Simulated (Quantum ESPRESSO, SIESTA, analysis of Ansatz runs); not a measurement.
# GaN (P6_3mc):Al_Ga, a ladder of methods on one cell (SIESTA), part 2 of 3

Question: at which Fermi levels does Al_Ga in GaN (P6_3mc) change its charge, and how much of the answer depends on the k-points? The model is a cell of 72 host atoms with 1 Ga taken out and 1 Al put in.

SIESTA 5.4.2; SIESTA numerical-orbital DFT, PBEsol, DZP basis, PseudoDojo 0.4.1 potentials converted to PSML; charged supercells in a uniform background, point-charge correction with alignment at far sites.

So far. Step 2 (Band edges): The gap at this level is 1.79 eV.

### 3. Relaxing each charge state

Level of this step: SIESTA numerical-orbital DFT, PBEsol, DZP basis, PseudoDojo 0.4.1 potentials converted to PSML; relaxation of all atoms of a defect supercell at fixed charge in a uniform background (SIESTA).

Each state starts from the atoms near the defect displaced at random, so that no symmetry of the ideal site is imposed. An odd electron count needs spin polarisation, and the total moment is held fixed to keep the state apart from its neighbours in spin. Charge −1 is shown in full.

Contents of defect.fdf:

```
SystemName                      AlGa35N36
SystemLabel                     defect
NumberOfSpecies                 3
NumberOfAtoms                   72
%block ChemicalSpeciesLabel
  1   31 Ga
  2    7 N
  3   13 Al
%endblock ChemicalSpeciesLabel
LatticeConstant                 1.0 Ang
%block LatticeVectors
     9.608457000    -0.001719000     0.000000000
    -4.805718000     8.320308000     0.000000000
     0.000000000     0.000000000    10.426414000
%endblock LatticeVectors
AtomicCoordinatesFormat         Fractional
%block AtomicCoordinatesAndAtomicSpecies
     0.222210187     0.111123047     0.249480790  1
     0.108204944     0.216264181     0.498785213  1
     0.225421862     0.108331395     0.437972211  2
     0.111123042     0.222210286     0.187955034  2
     0.222210187     0.111123047     0.749480790  1
     0.111123146     0.222210286     0.999480742  1
     0.222210291     0.111123047     0.937954986  2
     0.114926168     0.220565771     0.689716287  2
     0.219460318     0.438470146     0.249842181  1
     0.110313022     0.555608380     0.504212700  1
     0.223619655     0.446995999     0.433610537  2
     0.111123042     0.555543619     0.187955034  2
     0.227308206     0.444656304     0.748155203  1
     0.111123146     0.555543619     0.999480742  1
     0.222210291     0.444456381     0.937954986  2
     0.111699277     0.557343413     0.692520701  2
     0.222210187     0.777789714     0.249480790  1
     0.111123146     0.888876953     0.499480742  1
     0.228056612     0.779510256     0.438015762  2
     0.111123042     0.888876953     0.187955034  2
     0.222210187     0.777789714     0.749480790  1
     0.111123146     0.888876953     0.999480742  1
     0.222210291     0.777789714     0.937954986  2
     0.111123042     0.888876953     0.687955034  2
     0.555543521     0.111123047     0.249480790  1
     0.448319161     0.225681171     0.496091382  1
     0.555543625     0.111123047     0.437954986  2
     0.444456375     0.222210286     0.187955034  2
     0.555543521     0.111123047     0.749480790  1
     0.444456479     0.222210286     0.999480742  1
     0.555543625     0.111123047     0.937954986  2
     0.450065785     0.226105705     0.686556286  2
     0.559163691     0.450233349     0.248342172  1
     0.446103317     0.556886275     0.504067866  3
     0.552325699     0.443435311     0.433941309  2
     0.446720441     0.561367449     0.186933102  2
     0.552540701     0.446444246     0.746851939  1
     0.444456479     0.555543619     0.999480742  1
     0.555543625     0.444456381     0.937954986  2
     0.446681514     0.560274678     0.690909550  2
     0.556511055     0.783133192     0.251012706  1
     0.447657018     0.890867370     0.503523830  1
     0.558161078     0.774679286     0.439384645  2
     0.444456375     0.888876953     0.187955034  2
     0.556465213     0.782579481     0.746922756  1
     0.444456479     0.888876953     0.999480742  1
     0.555543625     0.777789714     0.937954986  2
     0.447334724     0.894881175     0.687779243  2
     0.888876854     0.111123047     0.249480790  1
     0.777789813     0.222210286     0.499480742  1
     0.888876958     0.111123047     0.437954986  2
     0.777789709     0.222210286     0.187955034  2
     0.888876854     0.111123047     0.749480790  1
     0.777789813     0.222210286     0.999480742  1
     0.888876958     0.111123047     0.937954986  2
     0.777789709     0.222210286     0.687955034  2
     0.888876854     0.444456381     0.249480790  1
     0.781687381     0.559601665     0.496390246  1
     0.888876958     0.444456381     0.437954986  2
     0.777789709     0.555543619     0.187955034  2
     0.888876854     0.444456381     0.749480790  1
     0.777789813     0.555543619     0.999480742  1
     0.888876958     0.444456381     0.937954986  2
     0.773083483     0.549955848     0.688088171  2
     0.888876854     0.777789714     0.249480790  1
     0.777055014     0.885584664     0.495557865  1
     0.884427273     0.775508139     0.434731893  2
     0.777789709     0.888876953     0.187955034  2
     0.888876854     0.777789714     0.749480790  1
     0.777789813     0.888876953     0.999480742  1
     0.888876958     0.777789714     0.937954986  2
     0.782625926     0.893490169     0.685950248  2
%endblock AtomicCoordinatesAndAtomicSpecies
%block kgrid.MonkhorstPack
    1   0   0  0.25
    0   1   0  0.25
    0   0   1  0.25
%endblock kgrid.MonkhorstPack
XC.Functional                   GGA
XC.Authors                      PBEsol
PAO.BasisSize                   DZP
PAO.EnergyShift                 0.005 Ry
Mesh.Cutoff                     300 Ry
NetCharge                       -1.0
Spin                            polarized
%block DM.InitSpin
    11   0.200
    34   0.200
    35   0.200
    40   0.200
    43   0.200
%endblock DM.InitSpin
Spin.Fix                        true
Spin.Total                      1.0
OccupationFunction              FD
ElectronicTemperature           0.01 eV
MaxSCFIterations                150
SCF.MustConverge                true
SCF.Mixer.Method                Pulay
SCF.Mixer.Weight                0.1
SCF.Mixer.History               10
SCF.DM.Tolerance                3.0e-4
SCF.H.Tolerance                 3.0e-3 eV
WriteForces                     true
Charge.Mulliken                 end
SaveRho                         true
SaveElectrostaticPotential      true
Charge.Hirshfeld                end
Charge.Voronoi                  end
MD.TypeOfRun                    Broyden
MD.Steps                        90
MD.MaxForceTol                  0.04 eV/Ang
MD.MaxDispl                     0.15 Ang
WriteCoorStep                   true
AtomCoorFormatOut               Fractional
```

On the command line:

```console
$ OMP_NUM_THREADS=1 siesta defect.fdf > defect.out
```

Log:

```text
Version         : 5.4.2

                           ***********************
                           *  WELCOME TO SIESTA  *
                           ***********************

[...]
reinit: Reading from file defect.fdf

reinit: -----------------------------------------------------------------------
reinit: System Name: AlGa35N36
reinit: -----------------------------------------------------------------------
reinit: System Label: defect
reinit: -----------------------------------------------------------------------

[...]
initatom: Reading input for the pseudopotentials and atomic orbitals ----------
Species number:   1 Atomic number:   31 Label: Ga
Species number:   2 Atomic number:    7 Label: N
Species number:   3 Atomic number:   13 Label: Al

[... pseudopotential checks and orbital generation ...]

prinput: Basis input

PAO.BasisType split

%block ChemicalSpeciesLabel
    1   31 Ga                      # Species index, atomic number, species label
    2    7 N                       # Species index, atomic number, species label
    3   13 Al                      # Species index, atomic number, species label
%endblock ChemicalSpeciesLabel

%block PAO.Basis                 # Define Basis set
# WARNING: This information might be incomplete!
Ga                    4                    # Species label, number of l-shells
 n=4   0   2                         # n, l, Nzeta
   6.217      4.287
   1.000      1.000
 n=4   1   2                         # n, l, Nzeta
   8.738      6.186
   1.000      1.000
 n=3   2   1                         # n, l, Nzeta
   3.373
   1.000
 n=4   2   1                         # n, l, Nzeta
   8.738
   1.000
N                     2                    # Species label, number of l-shells
 n=2   0   2                         # n, l, Nzeta
   4.265      2.697
   1.000      1.000
 n=2   1   2 P   1                   # n, l, Nzeta, Polarization, NzetaPol
   5.254      3.313
   1.000      1.000
Al                    2                    # Species label, number of l-shells
 n=3   0   2                         # n, l, Nzeta
   6.641      4.635
   1.000      1.000
 n=3   1   2 P   1                   # n, l, Nzeta, Polarization, NzetaPol
[...]
%endblock PAO.Basis

prinput: ----------------------------------------------------------------------

coor:   Atomic-coordinates input format  =     Fractional

[...]
siesta: System type = bulk

initatomlists: Number of atoms, orbitals, and projectors:     72  1111   936

[... echo of the settings ...]

siesta: k-grid: Number of k-points = 1
siesta: k-points from Monkhorst-Pack grid
siesta: k-cutoff (effective) =     4.803 Ang
siesta: k-point supercell and displacements
siesta: k-grid:     1     0     0      0.250
siesta: k-grid:     0     1     0      0.250
siesta: k-grid:     0     0     1      0.250

diag: Algorithm                                     = D&C
diag: Absolute tolerance                            =  0.100E-15
diag: Orthogonalization factor                      =  0.100E-05

superc: Internal auxiliary supercell:     5 x     5 x     3  =      75
superc: Number of atoms, orbitals, and projectors:   5400  83325  70200

                     ====================================
                        Begin Broyden opt. move =      0
                     ====================================

[...]
superc: Internal auxiliary supercell:     5 x     5 x     3  =      75
superc: Number of atoms, orbitals, and projectors:   5400  83325  70200

outcell: Unit cell vectors (Ang):
        9.608457   -0.001719    0.000000
       -4.805718    8.320308    0.000000
        0.000000    0.000000   10.426414

outcell: Cell vector modules (Ang)   :    9.608457    9.608457   10.426414
outcell: Cell angles (23,13,12) (deg):     90.0000     90.0000    120.0205
outcell: Cell volume (Ang**3)        :    833.4569
[...]
Initializing Density Matrix...

[...]
DM filled with atomic data (user-defined):
Note: For starting DM, Qtot, Tr[D*S] =        639.00000000        638.00000000

InitMesh: MESH = 90 x 90 x 120 = 972000
InitMesh: Mesh cutoff (required, used) =   300.000   323.243 Ry

[...]
iscf     Eharris(eV)        E_KS(eV)     FreeEng(eV)     dDmax     Ef_up Ef_dn(eV) dHmax(eV)
   scf:    1   -82467.138251   -82825.548830   -82825.548830  0.503356 -3.879776 -6.308969  9.428192
[...]
scf:    2   -81797.647795   -82577.028260   -82577.030515  0.580926 -1.416072 -2.801855 20.396006
[...]
scf:    3   -83042.901341   -82924.410064   -82924.410064  0.422686 -2.649626 -5.211842  1.192222
[...]
scf:    4   -82924.682748   -82924.549807   -82924.549807  0.007558 -2.667320 -5.227408  0.962020
[...]
scf:    5   -82925.103254   -82924.854754   -82924.854754  0.034108 -2.776353 -5.328299  0.277458
[...]
scf:    6   -82924.895957   -82924.878735   -82924.878735  0.010614 -2.664138 -5.364782  0.088563
[...]
scf:    7   -82924.880865   -82924.879948   -82924.879948  0.002186 -2.662533 -5.363050  0.037786
[...]
scf:    8   -82924.880457   -82924.880262   -82924.880262  0.001622 -2.662123 -5.362297  0.026566
[...]
scf:    9   -82924.880731   -82924.880564   -82924.880564  0.001365 -2.659433 -5.359649  0.014336
[...]
iscf     Eharris(eV)        E_KS(eV)     FreeEng(eV)     dDmax     Ef_up Ef_dn(eV) dHmax(eV)
   scf:    1   -82925.522835   -82925.516434   -82925.516434  0.002384 -2.767759 -5.315356  0.040057
[...]
scf:    2   -82925.510506   -82925.514773   -82925.514773  0.002763 -2.767862 -5.315469  0.119503
[...]
scf:    3   -82925.517107   -82925.516695   -82925.516695  0.002099 -2.767734 -5.315330  0.006628
[...]
scf:    4   -82925.516720   -82925.516711   -82925.516711  0.000106 -2.767731 -5.315327  0.001288
     spin moment: {S} , |S| = {        0.0        0.0    1.00000 }     1.00000

SCF Convergence by DM+H criterion
[...]
SCF cycle converged after 4 iterations

[...]
siesta: E_KS(eV) =           -82925.5167

siesta: Atomic forces (eV/Ang):
     1    0.000653    0.006322    0.000297
     2   -0.014222    0.015499   -0.005326
     3   -0.008446    0.007954    0.005509
     4   -0.006324   -0.005068   -0.005481
     5   -0.009963    0.012423    0.014847
     6   -0.005105    0.010526   -0.003069
     7   -0.002177    0.011423    0.013365
     8   -0.020415   -0.020385    0.001226
     9   -0.002400   -0.001559   -0.012541
    10   -0.014961    0.019319   -0.022716
[...]
68    0.013083    0.002316   -0.006727
    69    0.007134    0.007123    0.008942
    70    0.000677   -0.000145   -0.000102
    71   -0.000907    0.003451    0.007649
    72   -0.004373   -0.004902    0.007046
   Tot   -0.032385   -0.031021   -0.015456
   Max    0.029660
   Res    0.010231    sqrt( Sum f_i^2 / 3N )
   Max    0.029660    constrained

Stress tensor Voigt[x,y,z,yz,xz,xy] (kbar):       -5.01        5.13      -12.24        0.00       -0.12        8.92
[...]
outcoor: Relaxed atomic coordinates (fractional):
    0.22261618    0.11103326    0.24924915   1       1  Ga
    0.11256197    0.22300211    0.49914695   1       2  Ga
    0.22287015    0.11086839    0.43772625   2       3  N
    0.11184801    0.22290894    0.18819350   2       4  N
    0.22306660    0.11107557    0.74897236   1       5  Ga
    0.11164615    0.22259456    0.99931802   1       6  Ga
    0.22254603    0.11111461    0.93766746   2       7  N
    0.11244565    0.22294161    0.68769246   2       8  N
    0.22311638    0.44476841    0.25068149   1       9  Ga
    0.11245519    0.55530453    0.49973766   1      10  Ga
    0.22873962    0.44755654    0.43977011   2      11  N
    0.11156220    0.55530139    0.18826671   2      12  N
    0.22409880    0.44537288    0.74861816   1      13  Ga
    0.11135176    0.55544392    0.99944893   1      14  Ga
    0.22287598    0.44470439    0.93721715   2      15  N
    0.11168108    0.55577237    0.68824488   2      16  N
    0.22254466    0.77754022    0.24968876   1      17  Ga
    0.11167770    0.88863253    0.49929316   1      18  Ga
    0.22300386    0.77750863    0.43820509   2      19  N
    0.11155583    0.88889404    0.18777038   2      20  N
[...]
0.44479272    0.55594306    0.49943761   3      34  Al
[...]
0.77741767    0.55557457    0.99917010   1      62  Ga
[...]
0.77796190    0.55580195    0.68756029   2      64  N
    0.88933230    0.77803466    0.24899452   1      65  Ga
    0.77752558    0.88830595    0.49889239   1      66  Ga
    0.88961967    0.77788933    0.43750986   2      67  N
    0.77740478    0.88895490    0.18822811   2      68  N
    0.88933358    0.77793959    0.74912033   1      69  Ga
    0.77760471    0.88905743    0.99931542   1      70  Ga
    0.88893626    0.77786773    0.93782389   2      71  N
    0.77871768    0.88963843    0.68748796   2      72  N

[...]
siesta: Final energy (eV):
siesta:  Band Struct. =  -10658.493231
siesta:       Kinetic =   66654.851769
siesta:       Hartree =   21255.719288
[...]
siesta:         Exch. =  -21365.182765
siesta:         Corr. =   -1387.687760
[...]
siesta:   Exch.-corr. =  -22752.870525
siesta:  Ion-electron = -103649.694292
siesta:       Ion-ion =  -44433.522950
[...]
siesta:         Total =  -82925.516711
siesta:      Fermi_up =      -2.767731
siesta:      Fermi_dn =      -5.315327

siesta: Stress tensor (static) (eV/Ang**3):
siesta:    -0.003127    0.005565   -0.000077
siesta:     0.005565    0.003199    0.000001
siesta:    -0.000077    0.000001   -0.007638

siesta: Cell volume =        833.456888 Ang**3

siesta: Pressure (static):
siesta:                Solid            Molecule  Units
siesta:           0.00002747          0.00002432  Ry/Bohr**3
siesta:           0.00252201          0.00223300  eV/Ang**3
siesta:           4.04070240          3.57765617  kBar

[...]
mulliken: Qtot =      320.000

[...]
mulliken: Qtot =      319.000

Mulliken Atomic Populations:
Atom #   charge [q] valence [e]      Sz [e]  Species
     1     0.912535   12.087465    0.016411  Ga
     2     0.906200   12.093800    0.016599  Ga
     3    -0.909227    5.909227    0.011453  N
     4    -0.908666    5.908666    0.011418  N
     5     0.898732   12.101268    0.016017  Ga
     6     0.883859   12.116141    0.016663  Ga
     7    -0.908268    5.908268    0.011920  N
     8    -0.909005    5.909005    0.011396  N
     9     0.885843   12.114157    0.016647  Ga
    10     0.912145   12.087855    0.015473  Ga
    11    -0.743363    5.743363    0.010325  N
    12    -0.908370    5.908370    0.011560  N
    13     0.897243   12.102757    0.015321  Ga
    14     0.886892   12.113108    0.016351  Ga
    15    -0.908205    5.908205    0.011784  N
    16    -0.909576    5.909576    0.011327  N
    17     0.907338   12.092662    0.017218  Ga
    18     0.873882   12.126118    0.016922  Ga
    19    -0.909468    5.909468    0.011189  N
    20    -0.909313    5.909313    0.011436  N
[...]
34    -0.039862    3.039862    0.014823  Al
[...]
62     0.887904   12.112096    0.016148  Ga
[...]
64    -0.909491    5.909491    0.011714  N
    65     0.914129   12.085871    0.016204  Ga
    66     0.907333   12.092667    0.017478  Ga
    67    -0.909169    5.909169    0.011698  N
    68    -0.908871    5.908871    0.011727  N
    69     0.900436   12.099564    0.015668  Ga
    70     0.883616   12.116384    0.016723  Ga
    71    -0.908656    5.908656    0.011572  N
    72    -0.909175    5.909175    0.011411  N
 Total    -1.000000                1.000000

[...]
Job completed
```

Wall time 1.7 h (1 MPI rank of Arm Neoverse V1, shared host); peak memory 2.4 GiB.

The steps and moves of this run count from the displaced start.

Relaxation path:

```
step  energy less that of the first step (eV)  largest force (eV/Å)
   0                                   0.0000                1.8212
   1                                  -0.4335                0.8744
   2                                  -0.5786                0.3741
   3                                  -0.6122                0.2055
   4                                  -0.6258                0.1053
   5                                  -0.6319                0.0581
   6                                  -0.6360                0.0355
```

The atoms that moved most (Å):

```
atom      dx      dy      dz  length
 N40   0.002  -0.027  -0.089   0.093
 N11   0.047   0.005   0.064   0.080
 N35  -0.016   0.038   0.057   0.070
 Ga2   0.010   0.056   0.004   0.057
 Ga9   0.005   0.052   0.009   0.053
 N64   0.019   0.049  -0.005   0.053
 N67   0.039   0.020   0.029   0.052
Ga10   0.022  -0.002  -0.047   0.052
```

Neighbours of Al34 at the end:

```
atom  distance (Å)
 N11         1.902
 N43         1.903
 N35         1.904
 N40         1.907
Ga37         3.180
Ga13         3.181
 Ga9         3.182
Ga41         3.183
Ga33         3.184
Ga45         3.186
Ga10         3.190
Ga58         3.194
Ga26         3.194
Ga66         3.194
 Ga2         3.195
Ga42         3.196
```

Energies on the run's own zero. States near gap, by row:

```
spin  k  band  energy (eV)  filled by count
  up  0   316       -7.045                1
  up  0   317       -7.021                1
  up  0   318       -6.802                1
  up  0   319        -6.76                1
  up  0   320        -3.16                1
  up  0   321       -2.416                0
  up  0   322       -2.386                0
  up  0   323       -2.158                0
  up  0   324        -2.13                0
down  0   315       -7.062                1
down  0   316       -7.026                1
down  0   317       -7.002                1
down  0   318       -6.784                1
down  0   319        -6.74                1
down  0   320       -3.116                0
down  0   321        -2.38                0
down  0   322       -2.351                0
down  0   323       -2.125                0
```

[end of part 2 of 3]

[Logs are printed without paths, hosts, clocks, repeated set-up lines and the standing remarks that a program may print on its own settings, such as how far it seeks lower states.]

[Hosts, paths, dates, database ids (printed as entryN), source tags and the programs' standing remarks are cut or masked in the printed files.]

[For some hosts the program warned that the k-mesh of the response run may be too coarse for force constants and the static dielectric constant; such warnings are not shown here.]

[Charge tables in the logs are Mulliken or Hirshfeld populations, whose sizes and signs can differ; where basis functions stand at a vacancy, SIESTA counts their charge against the missing atom's valence.]

[In relaxation paths of CP2K, step 0 can be the structure after the first move, since the trajectory file begins there, and the last row can be the final structure solved once more.]
